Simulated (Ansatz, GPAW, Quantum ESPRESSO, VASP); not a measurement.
W: 6 runs at one level of theory

```xyz
1
Lattice="-1.5823 1.5823 1.5823 1.5823 -1.5823 1.5823 1.5823 1.5823 -1.5823" Properties=species:S:1:pos:R:3 pbc="T T T"
W     0.0000    0.0000    0.0000
```

Alike in all runs: task band structure; functional LDA; k mesh 12 × 12 × 12; occupations fermi-dirac, width 0.05 eV; no spin polarisation; no spin-orbit coupling. LDA stands for any of its common fits. Pressure is positive in compression and, in plane waves, holds the error of the finite cutoff, which Ansatz's Pulay term estimates and takes out.

| program and potentials | plane-wave cutoff (eV) | notes | pressure (GPa) |
| --- | --- | --- | --- |
| Ansatz, Ansatz PAW | 420 | potentials made for PBE, which Ansatz adapts in part; 14 valence electrons an atom on average; Pulay term of +0.04 GPa included | -8.94 |
| GPAW, the program's PAW data sets (release 1.2.1) made for this functional, other valence | 600 | 6 valence electrons an atom on average | -1.07 |
| VASP, LDA PAW files W_sv, 520 eV | 520 | 14 valence electrons an atom on average | ? |
| GPAW, the program's PAW data sets (release 1.2.1) made for this functional | 600 | 14 valence electrons an atom on average | -9.86 |
| Ansatz, all-electron LAPW, scalar-relativistic | - | - | -8.89 |
| Quantum ESPRESSO, PseudoDojo 0.4.1 SR LDA standard | 952 | 14 valence electrons an atom on average | -9.78 |

**Question.** Estimate from the other rows what the run with VASP, LDA PAW files W_sv, 520 eV gave.

**Answer.** Pressure -7.26 GPa. The other rows, which needn't bracket it: pressure -9.86 to -1.07.
